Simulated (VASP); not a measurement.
# Pb (Fm-3m) in VASP: a series of runs

One crystal, Pb, is run at these levels: PBE; tasks: relaxation of cell and atoms, relaxation of the atoms.

Everything below comes from runs of VASP 6.6.1. Logs are shortened: lines on timing, memory, paths and dates and some standing lists are left out, and cuts for length are marked.

### 1 The structure

Symmetry: Fm-3m, No. 225, cubic system. The conventional cell has a = 5.047 Å, b = 5.047 Å, c = 5.047 Å, α = 90.00°, β = 90.00°, γ = 90.00°. Around Pb (site symmetry m-3m) lie 12 Pb at 3.57 Å.

### 2 Relaxation of cell and atoms, PBE

Input file INCAR:

```
PREC = Accurate
ENCUT = 300
EDIFF = 1E-7
ISMEAR = 1
SIGMA = 0.1
LREAL = F
LASPH = T
NELM = 80
ALGO = Normal
ISIF = 3
LWAVE = F
LCHARG = F
GGA = PE
IBRION = 2
NSW = 90
EDIFFG = -0.005
```

Input file KPOINTS:

```
Automatic mesh
0
Gamma
  7 7 7
```

Input file POSCAR:

```
Pb                                      
1.0
    0.0000000000      2.5236787258      2.5236787258
    2.5236787258     -0.0000000000      2.5236787258
    2.5236787258      2.5236787258      0.0000000000
  Pb            
     1
Direct
     0.0000000000000000    0.0000000000000000    0.0000000000000000
```

Potentials or basis: VASP PAW PBE potentials, release 64 (Pb).

Started as:

```sh
> cat potpaw_PBE.64/Pb/POTCAR > POTCAR
> mpirun -np 1 vasp_std > vasp.out
```

OUTCAR:

```text
PREC = Accurate
   ENCUT = 300
   EDIFF = 1E-7
   ISMEAR = 1
   LREAL = F
   LASPH = T
   NELM = 80
   ISIF = 3
   GGA = PE
   IBRION = 2
   NSW = 90
   EDIFFG = -0.005

 ion  position               nearest neighbor table
   1  0.000  0.000  0.000-

  LATTYP: Found a face centered cubic cell.
 ALAT       =     5.0473574516

  Lattice vectors:

 A1 = (   0.0000000000,   2.5236787258,   2.5236787258)
 A2 = (   2.5236787258,   0.0000000000,   2.5236787258)
 A3 = (   2.5236787258,   2.5236787258,   0.0000000000)

Analysis of symmetry for initial positions (statically):
=====================================================================
 Subroutine PRICEL returns:
 Original cell was already a primitive cell.

 Routine SETGRP: Setting up the symmetry group for a
 face centered cubic supercell.

 Subroutine GETGRP returns: Found 48 space group operations
 (whereof 48 operations were pure point group operations)
 out of a pool of 48 trial point group operations.

The static configuration has the point symmetry O_h .

Analysis of symmetry for dynamics (positions and initial velocities):
=====================================================================
 Subroutine PRICEL returns:
 Original cell was already a primitive cell.

 Routine SETGRP: Setting up the symmetry group for a
 face centered cubic supercell.

 Subroutine GETGRP returns: Found 48 space group operations
 (whereof 48 operations were pure point group operations)
 out of a pool of 48 trial point group operations.

The dynamic configuration has the point symmetry O_h .

 Subroutine INISYM returns: Found 48 space group operations
 (whereof 48 operations are pure point group operations),
 and found     1 'primitive' translations

----------------------------------------------------------------------------------------

                                     Primitive cell

  volume of cell :      32.1464

  direct lattice vectors                    reciprocal lattice vectors
     0.000000000  2.523678726  2.523678726    -0.198123475  0.198123475  0.198123475
     2.523678726  0.000000000  2.523678726     0.198123475 -0.198123475  0.198123475
     2.523678726  2.523678726  0.000000000     0.198123475  0.198123475 -0.198123475

  length of vectors
     3.569020681  3.569020681  3.569020681     0.343159926  0.343159926  0.343159926

  position of ions in fractional coordinates (direct lattice)
     0.000000000  0.000000000  0.000000000

[... 70 lines left out ...]
   EDIFF  = 0.1E-06   stopping-criterion for ELM
   LREAL  =      F    real-space projection
   EDIFFG = -.5E-02   stopping-criterion for IOM
   NSW    =     90    number of steps for IOM
   IBRION =      2    ionic relax: 0-MD 1-quasi-New 2-CG
   NFREE  =      1    steps in history (QN), initial steepest desc. (CG)
   ISIF   =      3    stress and relaxation
   ISYM   =      2    0-nonsym 1-usesym 2-fastsym
   POTIM  = 0.5000    time-step for ionic-motion
   TEBEG  =    0.0;   TEEND  =   0.0 temperature during run
   PSTRESS=    0.0 pullay stress
   NELECT =       4.0000    total number of electrons
   NUPDOWN=      -1.0000    fix difference up-down
   EMIN   =  10.00;   EMAX   =-10.00  energy-range for DOS
   EFERMI =   0.00;   METHOD = LEGACY
   ISMEAR =     1;   SIGMA  =   0.10  broadening in eV -4-tet -1-fermi 0-gaus
   EFERMI_NEDOS =   21; number of points for ismear=-14 and -15
   IALGO  =     38    algorithm
   IMIX   =      4    mixing-type and parameters
     AMIX     =   0.40;   BMIX     =  1.00
     AMIX_MAG =   1.60;   BMIX_MAG =  1.00
  volume/ion in A,a.u.               =      32.15       216.93
  Fermi-wavevector in a.u.,A,eV,Ry     =   0.817305  1.544482  9.088519  0.667987
  Thomas-Fermi vector in A             =   1.927729
   LORBIT       =      0    0 simple, 1 ext, 2 COOP (PROOUT), +10 PAW based schemes
   GGA     = PE    functional components
   LHFCALC =     F    Hartree Fock is set to
   AEXX    =    0.0000 exact exchange contribution
   IVDW    =     0    specifies the selected vdW correction
   LEPSILON=     F    determine dielectric tensor
   LRPA    =     F    only Hartree local field effects (RPA)
 conjugate gradient relaxation of ions
 non-spin polarized calculation
 Methfessel and Paxton  Order N= 1 SIGMA  =   0.10
  energy-cutoff  :      300.00
  volume of cell :       32.15
 maximum number of plane-waves:       387
   NGX =  9   NGY =  9   NGZ =  9

 number of electron       4.0000000 magnetization

 Free energy of the ion-electron system (eV)
  ---------------------------------------------------
  ext. energy  EPLUGINS =         0.00000000
  ---------------------------------------------------
  free energy    TOTEN  =        -3.58601171 eV

  energy without entropy =       -3.58608041  energy(sigma->0) =       -3.58603461

 E-fermi :   4.3088     XC(G=0):  -9.7475

 val. band max:        4.2648690205   @ k =  -0.4286   0.2857   0.0000
 cond. band min:       4.7903056418   @ k =  -0.4286   0.4286   0.0000
 fundamental gap:      0.5254366213
 Fermi energy:         4.3087684617

 k-point     1 :       0.0000    0.0000    0.0000
  band No.  band energies     occupation
      1      -6.8886      2.00000
      2      11.4553      0.00000
      3      11.4553      0.00000
      4      11.4553      0.00000
      5      14.2226      0.00000
      6      15.0163      0.00000
[... 163 lines left out ...]
 k-point    20 :      -0.2857    0.4286    0.1429
  band No.  band energies     occupation
      1      -2.3726      2.00000
      2       2.8937      2.00000
      3       3.1170      2.00000
      4       5.8707     -0.00000
      5      13.0978      0.00000
      6      16.2340      0.00000

------------------------ aborting loop because EDIFF is reached ----------------------------------------

  FORCE on cell =-STRESS in cart. coord.  units (eV):
  Direction    XX          YY          ZZ          XY          YZ          ZX
  --------------------------------------------------------------------------------------
  -------------------------------------------------------------------------------------
  Total        0.0038461      0.0038461      0.0038461     -0.0000000     -0.0000000     -0.0000000
  in kB        0.1916891      0.1916891      0.1916891     -0.0000000     -0.0000000     -0.0000000
  external PRESSURE =       0.1916891 kB  Pullay stress =       0.0000000 kB

 VOLUME and BASIS-vectors are now :
 -----------------------------------------------------------------------------
  energy-cutoff  :      300.00
  volume of cell :       32.15
      direct lattice vectors                 reciprocal lattice vectors
     0.000000000  2.523678726  2.523678726    -0.198123475  0.198123475  0.198123475
     2.523678726  0.000000000  2.523678726     0.198123475 -0.198123475  0.198123475
     2.523678726  2.523678726  0.000000000     0.198123475  0.198123475 -0.198123475

 POSITION                                       TOTAL-FORCE (eV/Angst)
 -----------------------------------------------------------------------------------
      0.00000      0.00000      0.00000         0.000000      0.000000     -0.000000
 -----------------------------------------------------------------------------------
    total drift:                                0.000000      0.000000     -0.000000

  FREE ENERGIE OF THE ION-ELECTRON SYSTEM (eV)
  ---------------------------------------------------
  free  energy   TOTEN  =        -3.5860117119 eV

  energy  without entropy=       -3.5860804075  energy(sigma->0) =       -3.58603461

 reached required accuracy - stopping structural energy minimisation
```

OSZICAR:

```text
N       E                     dE             d eps       ncg     rms          rms(c)
DAV:   1     0.949013585950E+00    0.94901E+00   -0.10324E+03   240   0.307E+02
DAV:   2    -0.352321680796E+01   -0.44722E+01   -0.43618E+01   348   0.361E+01
DAV:   3    -0.359241544718E+01   -0.69199E-01   -0.68918E-01   264   0.482E+00
DAV:   4    -0.359263995164E+01   -0.22450E-03   -0.22450E-03   366   0.339E-01
DAV:   5    -0.359264022956E+01   -0.27792E-06   -0.27794E-06   270   0.767E-03    0.460E+00
DAV:   6    -0.358834801919E+01    0.42922E-02   -0.16006E-03   276   0.201E-01    0.284E+00
DAV:   7    -0.358595841718E+01    0.23896E-02   -0.46615E-03   270   0.345E-01    0.181E-01
DAV:   8    -0.358601152941E+01   -0.53112E-04   -0.74412E-05   306   0.603E-02    0.220E-02
DAV:   9    -0.358601165823E+01   -0.12882E-06   -0.10609E-06   306   0.625E-03    0.389E-03
DAV:  10    -0.358601171186E+01   -0.53630E-07   -0.86185E-07   288   0.474E-03
   1 F= -.35860117E+01 E0= -.35860346E+01  d E =-.358601E+01
```

CONTCAR:

```text
Pb
   1.00000000000000
     0.0000000000000000    2.5236787258000000    2.5236787258000000
     2.5236787258000000    0.0000000000000000    2.5236787258000000
     2.5236787258000000    2.5236787258000000    0.0000000000000000
  Pb
     1
Direct
     0.0000000000000000    0.0000000000000000    0.0000000000000000

  0.00000000E+00  0.00000000E+00  0.00000000E+00
```

Wall time 1.4 s (1 thread of Intel Xeon 6975P-C (Granite Rapids), shared host); peak memory 0.12 GiB.

What came out:

```
Free energy             : -3.5860 eV
Pressure after relaxing : 0.0 GPa
Band gap on the k mesh  : none (metal or under the smearing width)
```

Final structure:
```xyz
1
Lattice="0.0000 2.5237 2.5237 2.5237 0.0000 2.5237 2.5237 2.5237 0.0000" Properties=species:S:1:pos:R:3 pbc="T T T"
Pb    0.0000    0.0000    0.0000
```

Caveat: the relaxation stopped at its first step, so nothing moved.

### 3 Relaxation of the atoms, PBE (a relaxed cell with its volume scaled by 0.94)

Input file INCAR:

```
PREC = Accurate
ENCUT = 300
EDIFF = 1E-7
ISMEAR = 1
SIGMA = 0.1
LREAL = F
LASPH = T
NELM = 80
ALGO = Fast
ISIF = 2
LWAVE = F
LCHARG = F
GGA = PE
IBRION = 2
NSW = 40
EDIFFG = -0.01
```

KPOINTS is that of step 2.

Input file POSCAR:

```
Pb                                      
1.0
    0.0000000000      2.4721606227      2.4721606227
    2.4721606227      0.0000000000      2.4721606227
    2.4721606227      2.4721606227      0.0000000000
  Pb            
     1
Direct
     0.0000000000000000    0.0000000000000000    0.0000000000000000
```

Potentials or basis: VASP PAW PBE potentials, release 64 (Pb).

Started as:

```sh
> cat potpaw_PBE.64/Pb/POTCAR > POTCAR
> mpirun -np 1 vasp_std > vasp.out
```

Run time: 1.5 s. Hardware: 1 thread of Intel Xeon 6975P-C (Granite Rapids), shared host; peak memory 0.12 GiB.

It converged, with:

* Free energy: -3.5701 eV
* Pressure after relaxing: 2.8 GPa
* Band gap on the k mesh: none (metal or under the smearing width)

Final structure:
```
Pb
1.0
     0.00000    2.47216    2.47216
     2.47216    0.00000    2.47216
     2.47216    2.47216    0.00000
Pb
1
Direct
  0.00000 0.00000 0.00000
```

Levels at points of the mesh, in eV from the Fermi level:
```
           k point  band 1  band 2  band 3  band 4  band 5  band 6
(0.00, 0.00, 0.00)  -11.63    7.61    7.61    7.61    9.93   11.45
```

Caveat: the relaxation stopped at its first step, so nothing moved. The run has no spin-orbit coupling, so splittings on Pb are missing.

### 4 Relaxation of the atoms, PBE (a relaxed cell with its volume scaled by 0.96)

INCAR is that of step 3.

KPOINTS is that of step 3.

Input file POSCAR:

```
Pb                                      
1.0
    0.0000000000      2.4895707781      2.4895707781
    2.4895707781      0.0000000000      2.4895707781
    2.4895707781      2.4895707781      0.0000000000
  Pb            
     1
Direct
     0.0000000000000000    0.0000000000000000    0.0000000000000000
```

Potentials or basis: VASP PAW PBE potentials, release 64 (Pb).

Started as:

```sh
> cat potpaw_PBE.64/Pb/POTCAR > POTCAR
> mpirun -np 1 vasp_std > vasp.out
```

OUTCAR:

```text
PREC = Accurate
   ENCUT = 300
   EDIFF = 1E-7
   ISMEAR = 1
   LREAL = F
   LASPH = T
   NELM = 80
   ISIF = 2
   GGA = PE
   IBRION = 2
   NSW = 40
   EDIFFG = -0.01

 ion  position               nearest neighbor table
   1  0.000  0.000  0.000-

  LATTYP: Found a face centered cubic cell.
 ALAT       =     4.9791415562

  Lattice vectors:

 A1 = (   0.0000000000,   2.4895707781,   2.4895707781)
 A2 = (   2.4895707781,   0.0000000000,   2.4895707781)
 A3 = (   2.4895707781,   2.4895707781,   0.0000000000)

Analysis of symmetry for initial positions (statically):
=====================================================================
 Subroutine PRICEL returns:
 Original cell was already a primitive cell.

 Routine SETGRP: Setting up the symmetry group for a
 face centered cubic supercell.

 Subroutine GETGRP returns: Found 48 space group operations
 (whereof 48 operations were pure point group operations)
 out of a pool of 48 trial point group operations.

The static configuration has the point symmetry O_h .

[... 153 lines left out ...]

  energy without entropy =       -3.57885126  energy(sigma->0) =       -3.57901917

 E-fermi :   4.6692     XC(G=0):  -9.9337

 val. band max:        4.6127666093   @ k =   0.4286   0.2857   0.1429
 cond. band min:       5.1191189204   @ k =  -0.4286   0.4286   0.0000
 fundamental gap:      0.5063523112
 Fermi energy:         4.6691978549

 k-point     1 :       0.0000    0.0000    0.0000
  band No.  band energies     occupation
      1      -6.7986      2.00000
      2      12.1275      0.00000
      3      12.1275      0.00000
      4      12.1275      0.00000
      5      14.6068      0.00000
      6      15.8760      0.00000
[... 163 lines left out ...]
 k-point    20 :      -0.2857    0.4286    0.1429
  band No.  band energies     occupation
      1      -1.9658      2.00000
      2       3.1539      2.00000
      3       3.3894      2.00000
      4       6.2427     -0.00000
      5      13.6501      0.00000
      6      16.8506      0.00000

------------------------ aborting loop because EDIFF is reached ----------------------------------------

  FORCE on cell =-STRESS in cart. coord.  units (eV):
  Direction    XX          YY          ZZ          XY          YZ          ZX
  --------------------------------------------------------------------------------------
  -------------------------------------------------------------------------------------
  Total        0.3353162      0.3353162      0.3353162      0.0000000     -0.0000000      0.0000000
  in kB       17.4085115     17.4085115     17.4085115      0.0000000     -0.0000000      0.0000000
  external PRESSURE =      17.4085115 kB  Pullay stress =       0.0000000 kB

 VOLUME and BASIS-vectors are now :
 -----------------------------------------------------------------------------
  energy-cutoff  :      300.00
  volume of cell :       30.86
      direct lattice vectors                 reciprocal lattice vectors
     0.000000000  2.489570778  2.489570778    -0.200837833  0.200837833  0.200837833
     2.489570778  0.000000000  2.489570778     0.200837833 -0.200837833  0.200837833
     2.489570778  2.489570778  0.000000000     0.200837833  0.200837833 -0.200837833

 POSITION                                       TOTAL-FORCE (eV/Angst)
 -----------------------------------------------------------------------------------
      0.00000      0.00000      0.00000         0.000000      0.000000      0.000000
 -----------------------------------------------------------------------------------
    total drift:                                0.000000      0.000000     -0.000000

  FREE ENERGIE OF THE ION-ELECTRON SYSTEM (eV)
  ---------------------------------------------------
  free  energy   TOTEN  =        -3.5791031256 eV

  energy  without entropy=       -3.5788512583  energy(sigma->0) =       -3.57901917

 reached required accuracy - stopping structural energy minimisation
```

OSZICAR:

```text
N       E                     dE             d eps       ncg     rms          rms(c)
DAV:   1     0.203544474692E+00    0.20354E+00   -0.11515E+03   240   0.313E+02
DAV:   2    -0.352838152699E+01   -0.37319E+01   -0.34957E+01   348   0.348E+01
DAV:   3    -0.358735201260E+01   -0.58970E-01   -0.59166E-01   258   0.461E+00
DAV:   4    -0.358756716662E+01   -0.21515E-03   -0.21515E-03   336   0.325E-01
DAV:   5    -0.358756774345E+01   -0.57683E-06   -0.57665E-06   294   0.124E-02    0.494E+00
RMM:   6    -0.358211030011E+01    0.54574E-02   -0.12173E-03   240   0.202E-01    0.303E+00
RMM:   7    -0.357904226678E+01    0.30680E-02   -0.52289E-03   258   0.397E-01    0.196E-01
RMM:   8    -0.357909043592E+01   -0.48169E-04   -0.13658E-04   240   0.912E-02    0.150E-01
RMM:   9    -0.357910323432E+01   -0.12798E-04   -0.24835E-05   240   0.372E-02    0.674E-02
RMM:  10    -0.357910341710E+01   -0.18278E-06   -0.23361E-06   240   0.111E-02    0.291E-03
RMM:  11    -0.357910310228E+01    0.31482E-06   -0.76190E-07   240   0.564E-03    0.655E-03
RMM:  12    -0.357910312563E+01   -0.23353E-07   -0.90136E-08   176   0.228E-03
   1 F= -.35791031E+01 E0= -.35790192E+01  d E =-.357910E+01
```

CONTCAR:

```text
Pb
   1.00000000000000
     0.0000000000000000    2.4895707781000000    2.4895707781000000
     2.4895707781000000    0.0000000000000000    2.4895707781000000
     2.4895707781000000    2.4895707781000000    0.0000000000000000
  Pb
     1
Direct
     0.0000000000000000    0.0000000000000000    0.0000000000000000

  0.00000000E+00  0.00000000E+00  0.00000000E+00
```

Wall time 1.8 s (1 thread of Intel Xeon 6975P-C (Granite Rapids), shared host); peak memory 0.11 GiB.

What came out:

| Item | Value |
| --- | --- |
| Free energy | -3.5791 eV |
| Pressure after relaxing | 1.7 GPa |
| Band gap on the k mesh | none (metal or under the smearing width) |

Final structure:
```xyz
1
Lattice="0.0000 2.4896 2.4896 2.4896 0.0000 2.4896 2.4896 2.4896 0.0000" Properties=species:S:1:pos:R:3 pbc="T T T"
Pb    0.0000    0.0000    0.0000
```

Caveat: the relaxation stopped at its first step, so nothing moved. The run has no spin-orbit coupling, so splittings on Pb are missing.

(Continued in part 2 of 2.)
